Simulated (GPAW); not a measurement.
# Bi (R-3m) in GPAW: a series of runs

The runs below take Bi through single point, electrostatic potential, electron localisation function, with PBE, C09-vdW.

Program: GPAW 26.7.0. These are calculated values, not measurements. Logs are shortened: lines on timing, memory, paths and dates and some standing lists are left out, and cuts for length are marked. The log counts tension as positive stress, the text compression.

## 1. The crystal as given

It takes space group R-3m (No. 166, trigonal). Conventional cell: a = 4.535 Å, b = 4.535 Å, c = 11.814 Å, α = 90.00°, β = 90.00°, γ = 120.00°. Bi (site symmetry 3m) has 6 Bi at 3.06 to 3.52 Å as nearest neighbours.

## 2. Single point, PBE

Contents of run.py:

```python
from ase.io import read
from gpaw import PW
from gpaw.dft import DFT

atoms = read('Bi.cif')

dft = DFT(atoms,
          mode=PW(600),
          xc='PBE',
          kpts={'size': (7, 7, 7), 'gamma': True},
          occupations={'name': 'fermi-dirac', 'width': 0.05},
          nbands=25,
          convergence={'density': 1e-05, 'energy': 1e-05},
          maxiter=150,
          txt='gpaw.txt')
print(f'Energy: {dft.calculate_energy():.6f} eV')
print('Forces (eV/A):')
print(dft.calculate_forces().round(4))
print('Stress (eV/A^3):', dft.calculate_stress().round(6))
dft.write_gpw_file('gs.gpw')
```

Contents of Bi.cif:

```cif
data_Bi
_cell_length_a 4.72898005
_cell_length_b 4.72898005
_cell_length_c 4.72898005
_cell_angle_alpha 57.30423423
_cell_angle_beta 57.30423423
_cell_angle_gamma 57.30423423
_space_group_name_H-M_alt 'P1'
_space_group_name_Hall 'P 1'
_space_group_IT_number 1
loop_
_space_group_symop_operation_xyz
'x,y,z'
loop_
_atom_site_label
_atom_site_type_symbol
_atom_site_symmetry_multiplicity
_atom_site_Wyckoff_symbol
_atom_site_fract_x
_atom_site_fract_y
_atom_site_fract_z
_atom_site_occupancy
Bi1 Bi 1 a 0.7660000000 0.7660000000 0.7660000000 1
Bi2 Bi 1 a 0.2340000000 0.2340000000 0.2340000000 1
```

Potentials or basis: GPAW PAW data sets (gpaw-data 1.2.1), pw.

Launch:

```bash
$ OMP_NUM_THREADS=1 python run.py
```

gpaw.txt:

```text
Diagonalizing LCAO Hamiltonian
Converting LCAO to pw mode

                      Bi

       Bi

Atoms  # Å, Bohr magnetons
|   | symbol |        x |        y |        z |    initial magnetic moments |
|---|--------|----------|----------|----------|-----------------------------|
| 0 |     Bi | 7.535880 | 4.117592 | 2.854792 | ( 0.0000,  0.0000,  0.0000) |
| 1 |     Bi | 2.302083 | 1.257854 | 0.872090 | ( 0.0000,  0.0000,  0.0000) |

Unit cell  # Å
| periodic |        x |        y |        z |  lengths |    angles |
|----------|----------|----------|----------|----------|-----------|
|      yes | 4.728980 | 0.000000 | 0.000000 | 4.728980 | 57.304234 |
|      yes | 2.554492 | 3.979676 | 0.000000 | 4.728980 | 57.304234 |
|      yes | 2.554492 | 1.395770 | 3.726882 | 4.728980 | 57.304234 |

Number of symmetries: 12
Symmetry operations  # r_c * U_cc + t_c -> r_c
|    | kind |            matrix            |
|----|------|------------------------------|
|  0 |  E   |  1, 0, 0,  0, 1, 0,  0, 0, 1 |
|  1 |  σ   |  1, 0, 0,  0, 0, 1,  0, 1, 0 |
|  2 |  σ   |  0, 1, 0,  1, 0, 0,  0, 0, 1 |
|  3 |  C3  |  0, 1, 0,  0, 0, 1,  1, 0, 0 |
|  4 |  C3  |  0, 0, 1,  1, 0, 0,  0, 1, 0 |
|  5 |  σ   |  0, 0, 1,  0, 1, 0,  1, 0, 0 |
|  6 |  C2  |  0, 0,-1,  0,-1, 0, -1, 0, 0 |
|  7 |  S6  |  0, 0,-1, -1, 0, 0,  0,-1, 0 |
|  8 |  S6  |  0,-1, 0,  0, 0,-1, -1, 0, 0 |
|  9 |  C2  |  0,-1, 0, -1, 0, 0,  0, 0,-1 |
| 10 |  C2  | -1, 0, 0,  0, 0,-1,  0,-1, 0 |
| 11 |  i   | -1, 0, 0,  0,-1, 0,  0, 0,-1 |

BZ-sampling:
  Number of BZ points: 343
  Number of IBZ points: 44

  Monkhorst-Pack size: [7, 7, 7]
  Monkhorst-Pack shift: [0, 0, 0]

K-points  # in reciprocal-cell coordinates
|     |                                coordinates |     weight |
|-----|--------------------------------------------|------------|
|   0 | (  0.00000000,   0.00000000,   0.00000000) | 0.00291545 |
|   1 | (  0.14285714,   0.00000000,  -0.14285714) | 0.01749271 |
|   2 | (  0.14285714,   0.00000000,   0.00000000) | 0.01749271 |
|   3 | (  0.14285714,   0.14285714,  -0.14285714) | 0.01749271 |
|   4 | (  0.14285714,   0.14285714,   0.00000000) | 0.01749271 |
|   5 | (  0.14285714,   0.14285714,   0.14285714) | 0.00583090 |
|   6 | (  0.28571429,  -0.14285714,  -0.14285714) | 0.01749271 |
|   7 | (  0.28571429,   0.00000000,  -0.28571429) | 0.01749271 |
|   8 | (  0.28571429,   0.00000000,  -0.14285714) | 0.03498542 |
|   9 | (  0.28571429,   0.00000000,   0.00000000) | 0.01749271 |
| ... |                                            |            |
|  43 | (  0.42857143,   0.42857143,   0.42857143) | 0.00583090 |

Plane wave coefficients: 2360
Cutoff: 600.0 eV

Spin-components: 1 (collinear spins)
Bands:           25
Projectors:      12
Spin-degeneracy: 2
Datatype:        complex128

Density:
  Valence electrons: 30.0
  Components: 1
  Grid points: [27 27 27]
  Charge: 0.0  # |e|

Potential:
  Grid points: [27 27 27]

species:
  Bi:
    name:    Bismuth
    Z:       83.0
    valence: 15
    core:    68
    charge:  0.0  # [|e|]
    compensation charges:
      type: gauss
      rc: 0.38  # [Å]
      lmax: 2
    cutoffs:
      filter: 2.23  # [Å]
      core: 2.33  # [Å]
    projectors
    | kind |    occ | energy [eV] | rcut [Å] |
    |------|--------|-------------|----------|
    |   6s |  2.000 |     -14.385 |    1.286 |
    |   6p |  3.000 |      -4.580 |    1.275 |
    |   5d | 10.000 |     -27.119 |    1.349 |
    |    s |        |      12.827 |    1.286 |
    |    p |        |      22.631 |    1.275 |
    |    d |        |       0.093 |    1.349 |

    Using partial waves for Bi as LCAO basis

Reference energy: -1169696.765905  # eV

eigensolver:
  PPCG
  Converge bands: occupied
  niter=2

density mixing:
  MSR1-Mixer
  Pratt-step length: 0.05
  Maximum mixing coefficient: 0.75
  Old densities: 10
  SVD Regularization: 0.005
  Good broyden scale: 1.0
  Trust region scale: 1.0
  Backstep threshold: 4.0
  History deletion threshold: 6.0
  Fourier metric: weight=20.0, sigma=0.015

occupation numbers:
  Fermi-Dirac:
    width: 0.0500  # eV

poisson solver:
  ecut: 4800.0  # eV

xc functional:
[... 9 lines left out ...]
|iter     | |      energy | eigst |  dens |
|---------|-|-------------|-------|-------|
|iter:   1| |   -9.334991 | -0.39 |       |
|iter:   2| |   -9.342298 | -2.59 | -1.73 |
|iter:   3| |   -9.355118 | -3.06 | -1.76 |
|iter:   4| |   -9.362061 | -3.37 | -2.16 |
|iter:   5| |   -9.363313 | -4.19 | -2.64 |
|iter:   6| |   -9.363355 | -5.56 | -3.54 |
|iter:   7| |   -9.363360c| -6.64 | -4.31 |
|iter:   8| |   -9.363361c| -6.87 | -4.65 |
|iter:   9| |   -9.363361c| -7.70c| -5.31c|
SCF steps: 9
Energy contributions relative to reference atoms: (reference = -1169696.765905)

Energy contributions:
  Kinetic:          34.093753
  Coulomb:         -31.477898
  Zero:             -2.955489
  External:          0.000000
  Xc:               -9.023127
  Entropy:          -0.001201
  Spinorbit:         0.000000
  ----------------------------
  Free energy:      -9.363962
  Extrapolated:     -9.363361

Forces  # eV/Ang
|        x |        y |        z |
|----------|----------|----------|
| -0.16095 | -0.08794 | -0.06097 |  # Bi   0
|  0.16095 |  0.08794 |  0.06097 |  # Bi   1

Stress tensor  # eV/Ang^3
|         x |         y |         z |
|-----------|-----------|-----------|
| -0.012074 |  0.000495 |  0.000343 |
|  0.000495 | -0.012709 |  0.000187 |
|  0.000343 |  0.000187 | -0.012850 |

Writing to gs.gpw (mode='')

  __  _  _
 | _ |_)|_||  |
 |__||  | ||/\| - 26.7.0

Input parameters:
  mode=PW(ecut=600.0),
  convergence={'density': 1e-05, 'energy': 1e-05},
  kpts=MonkhorstPack(size=(7, 7, 7), gamma=True),
  maxiter=150,
  nbands=25,
  occupations=Occupations(name='fermi-dirac', width=0.05),
  xc=XC(name='PBE')
# Writing to gs.gpw (mode='')
```

Wall time 48 s (1 thread of Arm Neoverse V1, shared host); peak memory 0.23 GiB.

What came out:

```yaml
Free_energy: -9.3640 eV
Pressure: 2.0 GPa
Largest_force: 0.193 eV/Å
Band_gap_on_the_k_mesh: 0.27 eV, indirect (least direct gap 0.54 eV)
```

Forces in eV/Å, atoms in the order of the input:
```
Bi  -0.161 -0.088 -0.061
Bi   0.161  0.088  0.061
```

Stress tensor (GPa, compression positive):
```
 1.93 -0.08 -0.05
-0.08  2.04 -0.03
-0.05 -0.03  2.06
```

Levels at points of the mesh, in eV from the valence-band top:
```csv
k point,band 12,band 13,band 14,band 15,band 16,band 17,band 18,band 19
"(0.00, 0.00, 0.00)",-7.02,-1.27,-1.01,-1.01,2.71,3.19,3.19,5.86
```

Caveat: spin-orbit coupling is left out, which as a rule narrows the gap of such compounds by several tenths of an eV; an odd mesh through Γ misses points on the zone boundary, where band edges often lie.

## 3. Electrostatic potential, C09-vdW (cell strained at random at fixed volume)

Contents of run.py:

```python
from ase.dft.bandgap import bandgap
from ase.io import read, write
from ase.units import Bohr
from gpaw import GPAW, PW, setup_paths
from gpaw.elf import elf_from_dft_calculation

setup_paths.insert(0, '.')

atoms = read('Bi.xyz')

calc = GPAW(mode=PW(600),
            xc={'name': 'C09-vdW', 'backend': 'libvdwxc'},
            kpts={'size': (5, 5, 5), 'gamma': True},
            occupations={'name': 'fermi-dirac', 'width': 0.05},
            setups={'Bi': 'jth'},
            nbands=-10,
            convergence={'density': 1e-05, 'energy': 1e-05},
            maxiter=150,
            txt='gpaw.txt')
atoms.calc = calc
energy = atoms.get_potential_energy()
forces = atoms.get_forces()
calc.write('gs.gpw')
write('result.traj', atoms)
print(f'Energy: {energy:.6f} eV')
print('Forces (eV/A):')
print(forces.round(4))
print('Fermi level:', round(calc.get_fermi_level(), 4), 'eV')
print(f'Gap: {bandgap(calc)[0]:.4f} eV, direct: {bandgap(calc, direct=True)[0]:.4f} eV')

# fields on the real-space grid
write('density.cube', atoms, data=calc.get_pseudo_density() * Bohr**3)
write('potential.cube', atoms, data=calc.get_electrostatic_potential())
write('elf.cube', atoms, data=elf_from_dft_calculation(calc).data)
```

Contents of Bi.xyz:

```xyz
2
Lattice="2.1995470000 1.2429820000 3.9359520000 -2.3431290000 1.2709520000 4.0093280000 -0.0475690000 -2.6196730000 4.0077920000" Properties=species:S:1:pos:R:3 pbc="T T T"
Bi    -0.1464216660     -0.0809960740      9.1560531520
Bi    -0.0447293340     -0.0247429260      2.7970188480
```

Potentials or basis: JTH PAW 2.0, PBE, pw.

Launch:

```bash
$ OMP_NUM_THREADS=1 python run.py
```

Run time: 79 s. Hardware: 1 thread of Arm Neoverse V1, shared host; peak memory 0.27 GiB.

The run converged, but a check on its numbers failed (symmetry, net force, bounds or a known fault of this set-up), so they aren't taken as properties of the crystal.

Caveat: the program truncates these outside data sets; the mesh shows a gap though the element is a metal; the PAW data sets were made with another functional, which shifts forces and pressure a little; spin-orbit coupling is left out, which moves the levels of the heavy elements.

## 4. Electron localisation function, PBE, collinear spin, ferromagnetic start (volume scaled by 1.25)

Contents of run.py:

```python
from ase.dft.bandgap import bandgap
from ase.io import read, write
from ase.units import Bohr, GPa
from gpaw import GPAW, PW
from gpaw.elf import elf_from_dft_calculation

atoms = read('Bi.xyz')
atoms.set_initial_magnetic_moments([0.5, 0.5])

calc = GPAW(mode=PW(600),
            xc='PBE',
            kpts={'size': (7, 7, 7), 'gamma': True},
            occupations={'name': 'fermi-dirac', 'width': 0.05},
            nbands=25,
            convergence={'density': 1e-05, 'energy': 1e-05},
            maxiter=150,
            txt='gpaw.txt')
atoms.calc = calc
energy = atoms.get_potential_energy()
forces = atoms.get_forces()
stress = atoms.get_stress()
calc.write('gs.gpw')
write('result.traj', atoms)
print(f'Energy: {energy:.6f} eV')
print('Forces (eV/A):')
print(forces.round(4))
print('Stress (GPa):', (stress / GPa).round(3))
print('Moments:', calc.get_magnetic_moments().round(3))
print('Fermi level:', round(calc.get_fermi_level(), 4), 'eV')
print(f'Gap: {bandgap(calc)[0]:.4f} eV, direct: {bandgap(calc, direct=True)[0]:.4f} eV')

# fields on the real-space grid
write('density.cube', atoms, data=calc.get_pseudo_density() * Bohr**3)
write('potential.cube', atoms, data=calc.get_electrostatic_potential())
write('spin.cube', atoms, data=(calc.get_pseudo_density(spin=0) - calc.get_pseudo_density(spin=1)) * Bohr**3)
write('elf.cube', atoms, data=elf_from_dft_calculation(calc).data)
```

Contents of Bi.xyz:

```xyz
2
Lattice="2.4425903298 1.4102301845 4.2420819047 -2.4425903298 1.4102301845 4.2420819047 0.0000000000 -2.8204603689 4.2420819047" Properties=species:S:1:pos:R:3 pbc="T T T"
Bi     0.0000000000      0.0000000001      9.7483042170
Bi     0.0000000000      0.0000000000      2.9779414971
```

Potentials or basis: GPAW PAW data sets (gpaw-data 1.2.1), pw.

Launch:

```bash
$ OMP_NUM_THREADS=1 python run.py
```

It took 2.5 min on 1 thread of Arm Neoverse V1, shared host; peak memory 0.31 GiB.

Results (log left out):

- Free energy: -9.1060 eV
- Pressure: -5.2 GPa
- Largest force: 0.607 eV/Å
- Band gap on the k mesh: 0.19 eV, indirect (least direct gap 0.39 eV)
- Net moment: 0.00 μB per cell

Forces in eV/Å, atoms in the order of the input:
```
Bi   0.000  0.000  0.607
Bi   0.000  0.000 -0.607
```

Stress tensor (GPa, compression positive):
```
-5.50  0.00  0.00
 0.00 -5.50  0.00
 0.00  0.00 -4.47
```

Levels at points of the mesh, in eV from the valence-band top:
Spin up:
```csv
k point,band 12,band 13,band 14,band 15,band 16,band 17,band 18,band 19
"(0.00, 0.00, 0.00)",-7.85,-0.90,-0.75,-0.75,2.34,2.67,2.67,5.38
```
Spin down:
```csv
k point,band 12,band 13,band 14,band 15,band 16,band 17,band 18,band 19
"(0.00, 0.00, 0.00)",-7.85,-0.90,-0.75,-0.75,2.34,2.67,2.67,5.38
```

Caveat: spin-orbit coupling is left out, which as a rule narrows the gap of such compounds by several tenths of an eV; an odd mesh through Γ misses points on the zone boundary, where band edges often lie.
